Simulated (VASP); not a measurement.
# CdTe (F-43m) in VASP: band structure with HSE06

Aim: the band structure of CdTe with HSE06.

Program: VASP 6.6.1. These are calculated values, not measurements. Logs are shortened: lines on timing, memory, paths and dates and some standing lists are left out, and cuts for length are marked.

**What was measured.**

A printed reference work, data compilation reports, for a bulk crystal of CdTe at 0 K: band gap 1.607 eV.

The runs below are set against these values where they give the same quantity.

## 1. Starting point

Symmetry: F-43m, No. 216, cubic system. The conventional cell has a = 6.410 Å, b = 6.410 Å, c = 6.410 Å, α = 90.00°, β = 90.00°, γ = 90.00°. Around Cd (site symmetry -43m) lie 4 Te at 2.78 Å. Te (site symmetry -43m) is surrounded by 4 Cd at 2.78 Å.

## 2. Band structure, HSE06

Input file POSCAR:

```
CdTe
1.0
    0.0000000000      3.2050000000      3.2050000000
    3.2050000000      0.0000000000      3.2050000000
    3.2050000000      3.2050000000      0.0000000000
Cd Te
1 1
Direct
    0.0000000000      0.0000000000      0.0000000000
    0.2500000000      0.2500000000      0.2500000000
```

Input file INCAR.step1:

```
SYSTEM = CdTe
PREC = Accurate ; ENCUT = 520
EDIFF = 1E-5 ; ISMEAR = 0
SIGMA = 0.02 ; LREAL = .False.
LASPH = .True. ; NELM = 60
ALGO = Normal ; ISIF = 2
LWAVE = .True. ; LCHARG = .False.
GGA = PE
```

Input file INCAR.step2:

```
SYSTEM = CdTe
PREC = Accurate ; ENCUT = 520
EDIFF = 1E-6 ; ISMEAR = 0
SIGMA = 0.02 ; LREAL = .False.
LASPH = .True. ; NELM = 60
ALGO = Normal ; ISIF = 2
LWAVE = .False. ; LCHARG = .False.
GGA = PE ; LHFCALC = .True.
HFSCREEN = 0.2 ; PRECFOCK = Fast
ISTART = 1
```

Input file KPOINTS:

```
Automatic mesh
0
Gamma
  6 6 6
  0 0 0
```

Input file KPOINTS_OPT:

```
path GXWKGLUWLK,UX
12
line-mode
reciprocal
 0.0000000000  0.0000000000  0.0000000000  G
 0.5000000000  0.0000000000  0.5000000000  X

 0.5000000000  0.0000000000  0.5000000000  X
 0.5000000000  0.2500000000  0.7500000000  W

 0.5000000000  0.2500000000  0.7500000000  W
 0.3750000000  0.3750000000  0.7500000000  K

 0.3750000000  0.3750000000  0.7500000000  K
 0.0000000000  0.0000000000  0.0000000000  G

 0.0000000000  0.0000000000  0.0000000000  G
 0.5000000000  0.5000000000  0.5000000000  L

 0.5000000000  0.5000000000  0.5000000000  L
 0.6250000000  0.2500000000  0.6250000000  U

 0.6250000000  0.2500000000  0.6250000000  U
 0.5000000000  0.2500000000  0.7500000000  W

 0.5000000000  0.2500000000  0.7500000000  W
 0.5000000000  0.5000000000  0.5000000000  L

 0.5000000000  0.5000000000  0.5000000000  L
 0.3750000000  0.3750000000  0.7500000000  K

 0.6250000000  0.2500000000  0.6250000000  U
 0.5000000000  0.0000000000  0.5000000000  X
```

Potentials or basis: VASP PAW PBE potentials, release 64 (Cd, Te).

Run with:

```
$ cat potpaw_PBE.64/Cd/POTCAR potpaw_PBE.64/Te/POTCAR > POTCAR
$ cp INCAR.step1 INCAR
$ mpirun -np 1 vasp_std > vasp.out
$ cp INCAR.step2 INCAR
$ mpirun -np 1 vasp_std > vasp.out
```

OUTCAR:

```text
SYSTEM = CdTe
   PREC = Accurate
   ENCUT = 520
   EDIFF = 1E-6
   ISMEAR = 0
   LREAL = .False.
   LASPH = .True.
   NELM = 60
   ISIF = 2
   GGA = PE
   LHFCALC = .True.
   HFSCREEN = 0.2
   PRECFOCK = Fast
   ISTART = 1

 ion  position               nearest neighbor table
   1  0.000  0.000  0.000-   2 2.78   2 2.78   2 2.78   2 2.78
   2  0.250  0.250  0.250-   1 2.78   1 2.78   1 2.78   1 2.78

  LATTYP: Found a face centered cubic cell.
 ALAT       =     6.4100000000

  Lattice vectors:

 A1 = (   0.0000000000,   3.2050000000,   3.2050000000)
 A2 = (   3.2050000000,   0.0000000000,   3.2050000000)
 A3 = (   3.2050000000,   3.2050000000,   0.0000000000)

Analysis of symmetry for initial positions (statically):
=====================================================================
 Subroutine PRICEL returns:
 Original cell was already a primitive cell.

 Routine SETGRP: Setting up the symmetry group for a
 face centered cubic supercell.

 Subroutine GETGRP returns: Found 24 space group operations
 (whereof 24 operations were pure point group operations)
 out of a pool of 48 trial point group operations.

The static configuration has the point symmetry T_d .

Analysis of symmetry for dynamics (positions and initial velocities):
=====================================================================
 Subroutine PRICEL returns:
 Original cell was already a primitive cell.

 Routine SETGRP: Setting up the symmetry group for a
 face centered cubic supercell.

 Subroutine GETGRP returns: Found 24 space group operations
 (whereof 24 operations were pure point group operations)
 out of a pool of 48 trial point group operations.

The dynamic configuration has the point symmetry T_d .

 Subroutine INISYM returns: Found 24 space group operations
 (whereof 24 operations are pure point group operations),
 and found     1 'primitive' translations

----------------------------------------------------------------------------------------

                                     Primitive cell

  volume of cell :      65.8437

  direct lattice vectors                    reciprocal lattice vectors
     0.000000000  3.205000000  3.205000000    -0.156006240  0.156006240  0.156006240
     3.205000000  0.000000000  3.205000000     0.156006240 -0.156006240  0.156006240
     3.205000000  3.205000000  0.000000000     0.156006240  0.156006240 -0.156006240

  length of vectors
     4.532554467  4.532554467  4.532554467     0.270210734  0.270210734  0.270210734

  position of ions in fractional coordinates (direct lattice)
     0.000000000  0.000000000  0.000000000
     0.250000000  0.250000000  0.250000000

  ion indices of the primitive-cell ions
   primitive index   ion index
                 1           1
                 2           2

----------------------------------------------------------------------------------------

 KPOINTS: Automatic mesh

Automatic generation of k-mesh.
 Grid dimensions read from file:
 generate k-points for:    6    6    6

 Generating k-lattice:

  Cartesian coordinates                     Fractional coordinates (reciprocal lattice)
    -0.026001040  0.026001040  0.026001040     0.166666667  0.000000000  0.000000000
     0.026001040 -0.026001040  0.026001040     0.000000000  0.166666667  0.000000000
     0.026001040  0.026001040 -0.026001040     0.000000000  0.000000000  0.166666667

  Length of vectors
     0.045035122  0.045035122  0.045035122

  Shift w.r.t. Gamma in fractional coordinates (k-lattice)
     0.000000000  0.000000000  0.000000000

 Subroutine IBZKPT returns following result:
 ===========================================

 Found     16 irreducible k-points:

 Following reciprocal coordinates:
            Coordinates               Weight
  0.000000  0.000000  0.000000      1.000000
  0.166667  0.000000  0.000000      8.000000
  0.333333  0.000000  0.000000      8.000000
  0.500000  0.000000  0.000000      4.000000
  0.166667  0.166667  0.000000      6.000000
  0.333333  0.166667  0.000000     24.000000
[... 8 lines left out ...]
 -0.333333  0.333333  0.166667     24.000000
 -0.333333  0.500000  0.166667     12.000000
   k-points           NKPTS =     16   k-points in BZ     NKDIM =    216   number of bands    NBANDS=     13
   number of dos      NEDOS =    301   number of ions     NIONS =      2
   total plane-waves  NPLWV =  46656
   dimension x,y,z NGX =    36 NGY =   36 NGZ =   36
   dimension x,y,z NGXF=    72 NGYF=   72 NGZF=   72
   ions per type =               1   1
   NGX,Y,Z   is equivalent  to a cutoff of  13.20, 13.20, 13.20 a.u.
   NGXF,Y,Z  is equivalent  to a cutoff of  26.41, 26.41, 26.41 a.u.
 SYSTEM =  CdTe
   PREC   = accura    normal or accurate (medium, high low for compatibility)
   ISTART =      1    job   : 0-new  1-cont  2-samecut
   ICHARG =      0    charge: 1-file 2-atom 10-const
   ISPIN  =      1    spin polarized calculation?
   LNONCOLLINEAR =      F non collinear calculations
   LSORBIT =      F    spin-orbit coupling
   LASPH  =      T    aspherical Exc in radial PAW
   ENCUT  =  520.0 eV  38.22 Ry    6.18 a.u.   8.43  8.43  8.43*2*pi/ulx,y,z
   NELM   =     60;   NELMIN=  2; NELMDL=  0     # of ELM steps
   EDIFF  = 0.1E-05   stopping-criterion for ELM
   LREAL  =      F    real-space projection
   EDIFFG = 0.1E-04   stopping-criterion for IOM
   NSW    =      0    number of steps for IOM
   IBRION =     -1    ionic relax: 0-MD 1-quasi-New 2-CG
   NFREE  =      0    steps in history (QN), initial steepest desc. (CG)
   ISIF   =      2    stress and relaxation
   ISYM   =      3    0-nonsym 1-usesym 2-fastsym
   POTIM  = 0.5000    time-step for ionic-motion
   TEBEG  =    0.0;   TEEND  =   0.0 temperature during run
   PSTRESS=    0.0 pullay stress
   NELECT =      18.0000    total number of electrons
   NUPDOWN=      -1.0000    fix difference up-down
   EMIN   =  10.00;   EMAX   =-10.00  energy-range for DOS
   EFERMI =   0.00;   METHOD = LEGACY
   ISMEAR =     0;   SIGMA  =   0.02  broadening in eV -4-tet -1-fermi 0-gaus
   EFERMI_NEDOS =   21; number of points for ismear=-14 and -15
   IALGO  =     38    algorithm
   IMIX   =      1    mixing-type and parameters
     AMIX     =   0.40;   BMIX     =  1.00
     AMIX_MAG =   1.60;   BMIX_MAG =  1.00
  volume/ion in A,a.u.               =      32.92       222.17
  Fermi-wavevector in a.u.,A,eV,Ry     =   1.062497  2.007828 15.359610  1.128899
  Thomas-Fermi vector in A             =   2.197950
   LORBIT       =      0    0 simple, 1 ext, 2 COOP (PROOUT), +10 PAW based schemes
   GGA     = PE    functional components
   LHFCALC =     T    Hartree Fock is set to
   PRECFOCK=fast      Normal, Fast or Accurate (Low or Medium for compatibility)
   ENCUT4O =  -1.0   cutoff for four orbital integrals eV
   NKREDX  =     1    reduce k-point grid by
   NKREDY  =     1    reduce k-point grid by
   NKREDZ  =     1    reduce k-point grid by
   AEXX    =    0.2500 exact exchange contribution
   HFSCREEN=    0.2000 screening length (either q_TF or 0.3 A-1)
   HFSCREENC=   0.2000 screening length for correlation (either q_TF or 0.3 A-1)
   ENCUTFOCK=  -1.0 apply spherical cutoff to Coloumb kernel
   IVDW    =     0    specifies the selected vdW correction
   LEPSILON=     F    determine dielectric tensor
   LRPA    =     F    only Hartree local field effects (RPA)
 non-spin polarized calculation
 Gauss-broadening in eV      SIGMA  =   0.02
  energy-cutoff  :      520.00
  volume of cell :       65.84
 maximum number of plane-waves:      1807
 NGX is ok and might be reduce to    36
  NGX = 20; NGY = 20; NGZ = 20

 number of electron      17.9999995 magnetization

 Free energy of the ion-electron system (eV)
  ---------------------------------------------------
  ext. energy  EPLUGINS =         0.00000000
  ---------------------------------------------------
  free energy    TOTEN  =        -6.00935700 eV

  energy without entropy =       -6.00935700  energy(sigma->0) =       -6.00935700

 E-fermi :   2.2628     XC(G=0):  -7.2717

 val. band max:        2.1345261921   @ k =   0.0000   0.0000   0.0000
 cond. band min:       3.8051143695   @ k =   0.0000   0.0000   0.0000
 fundamental gap:      1.6705881775
 Fermi energy:         2.2627665034

 k-point     1 :       0.0000    0.0000    0.0000
  band No.  band energies     occupation
      1     -10.2271      2.00000
      2      -7.5672      2.00000
      3      -7.5671      2.00000
      4      -7.5671      2.00000
      5      -7.2768      2.00000
      6      -7.2768      2.00000
      7       2.1345      2.00000
      8       2.1345      2.00000
      9       2.1345      2.00000
     10       3.8051      0.00000
     11       7.6004      0.00000
     12       7.6004      0.00000
     13       7.6004      0.00000

 k-point     2 :       0.1667    0.0000    0.0000
  band No.  band energies     occupation
      1     -10.1150      2.00000
      2      -7.5469      2.00000
      3      -7.5469      2.00000
      4      -7.4622      2.00000
      5      -7.2782      2.00000
      6      -7.2782      2.00000
      7       0.3150      2.00000
      8       1.8757      2.00000
      9       1.8757      2.00000
     10       4.8725      0.00000
     11       7.7501      0.00000
     12       7.9791      0.00000
     13       7.9791      0.00000

 k-point     3 :       0.3333    0.0000    0.0000
  band No.  band energies     occupation
      1      -9.9004      2.00000
      2      -7.5115      2.00000
      3      -7.5115      2.00000
      4      -7.2746      2.00000
      5      -7.2746      2.00000
      6      -7.1110      2.00000
      7      -1.8370      2.00000
      8       1.4398      2.00000
      9       1.4398      2.00000
     10       4.9273      0.00000
     11       8.2590      0.00000
     12       8.2590      0.00000
     13       9.4545      0.00000
[... 177 lines left out ...]
 k-point    15 :      -0.3333    0.3333    0.1667
  band No.  band energies     occupation
      1      -9.7118      2.00000
      2      -7.4536      2.00000
      3      -7.4382      2.00000
      4      -7.3045      2.00000
      5      -7.2745      2.00000
      6      -6.6010      2.00000
      7      -2.4923      2.00000
      8      -0.5712      2.00000
      9       0.3150      2.00000
     10       6.8486      0.00000
     11       7.5422      0.00000
     12       8.9262      0.00000
     13      10.3972      0.00000

 k-point    16 :      -0.3333    0.5000    0.1667
  band No.  band energies     occupation
      1      -9.6827      2.00000
      2      -7.4237      2.00000
      3      -7.4212      2.00000
      4      -7.3300      2.00000
      5      -7.2641      2.00000
      6      -6.5346      2.00000
      7      -2.5359      2.00000
      8      -0.3963      2.00000
      9      -0.2734      2.00000
     10       6.6355      0.00000
     11       6.8273      0.00000
     12       9.8786      0.00000
     13      10.1560      0.00000

------------------------ aborting loop because EDIFF is reached ----------------------------------------

  FORCE on cell =-STRESS in cart. coord.  units (eV):
  Direction    XX          YY          ZZ          XY          YZ          ZX
  --------------------------------------------------------------------------------------
  -------------------------------------------------------------------------------------
  Total        1.3478959      1.3478959      1.3478959      0.0000000      0.0000000     -0.0000000
  in kB       32.7984142     32.7984142     32.7984142      0.0000000      0.0000000     -0.0000000
  external PRESSURE =      32.7984142 kB  Pullay stress =       0.0000000 kB

 VOLUME and BASIS-vectors are now :
 -----------------------------------------------------------------------------
  energy-cutoff  :      520.00
  volume of cell :       65.84
      direct lattice vectors                 reciprocal lattice vectors
     0.000000000  3.205000000  3.205000000    -0.156006240  0.156006240  0.156006240
     3.205000000  0.000000000  3.205000000     0.156006240 -0.156006240  0.156006240
     3.205000000  3.205000000  0.000000000     0.156006240  0.156006240 -0.156006240

 POSITION                                       TOTAL-FORCE (eV/Angst)
 -----------------------------------------------------------------------------------
      0.00000      0.00000      0.00000         0.000000     -0.000000     -0.000000
      1.60250      1.60250      1.60250        -0.000000      0.000000      0.000000
 -----------------------------------------------------------------------------------
    total drift:                                0.000002      0.000005      0.000002

  FREE ENERGIE OF THE ION-ELECTRON SYSTEM (eV)
  ---------------------------------------------------
  free  energy   TOTEN  =        -6.0093570041 eV

  energy  without entropy=       -6.0093570041  energy(sigma->0) =       -6.00935700
```

Wall time 70 min (1 thread of Intel Xeon 6975P-C (Granite Rapids), shared host); peak memory 0.44 GiB.

Results:

- Free energy: -6.0094 eV
- Pressure: 3.3 GPa
- Band gap on the k mesh: 1.67 eV, direct
- Band gap along the path: 1.67 eV, direct

Levels at the corners of the path, in eV from the valence-band top:
```tsv
point	band 5	band 6	band 7	band 8	band 9	band 10	band 11	band 12	band 13
Γ	-9.41	-9.41	0.00	0.00	0.00	1.67	5.47	5.47	5.47
X	-9.38	-8.74	-4.79	-2.13	-2.13	3.21	3.47	10.22	10.58
X	-9.38	-8.74	-4.79	-2.13	-2.13	3.21	3.47	10.23	10.58
W	-9.41	-8.65	-4.62	-2.66	-2.49	5.42	5.45	6.54	7.13
W	-9.41	-8.65	-4.62	-2.66	-2.49	5.42	5.45	6.54	7.13
K	-9.40	-8.69	-4.66	-2.91	-1.76	3.65	5.48	8.42	8.62
K	-9.40	-8.69	-4.66	-2.91	-1.76	3.65	5.48	8.42	8.62
Γ	-9.41	-9.41	0.00	0.00	0.00	1.67	5.47	5.47	5.47
Γ	-9.41	-9.41	0.00	0.00	0.00	1.67	5.47	5.47	5.47
L	-9.40	-8.94	-4.96	-0.88	-0.88	2.67	6.06	6.06	8.02
L	-9.40	-8.94	-4.96	-0.88	-0.88	2.67	6.06	6.06	8.02
U	-9.40	-8.69	-4.66	-2.91	-1.76	3.65	5.48	8.42	8.62
U	-9.40	-8.69	-4.66	-2.91	-1.76	3.65	5.48	8.43	8.62
W	-9.41	-8.65	-4.62	-2.66	-2.49	5.42	5.45	6.54	7.13
W	-9.41	-8.65	-4.62	-2.66	-2.49	5.42	5.45	6.54	7.13
L	-9.40	-8.94	-4.96	-0.88	-0.88	2.67	6.06	6.06	8.02
L	-9.40	-8.94	-4.96	-0.88	-0.88	2.67	6.06	6.06	8.02
K	-9.40	-8.69	-4.66	-2.91	-1.76	3.65	5.48	8.44	8.63
U	-9.40	-8.69	-4.66	-2.91	-1.76	3.65	5.48	8.42	8.62
X	-9.38	-8.74	-4.79	-2.13	-2.13	3.21	3.47	10.22	10.58
```

Caveat: the PAW data sets were made with another functional, which shifts forces and pressure a little; spin-orbit coupling is left out, which moves the levels of the heavy elements.

## 3. Against experiment

Step 2. A measured gap of CdTe is 1.607 eV (0 K; a printed reference work, data compilation); the calculated 1.67 eV misses it by +0.06 eV. Spin-orbit coupling on Cd, Te is left out. The value is that of HSE06, without temperature or zero-point motion.
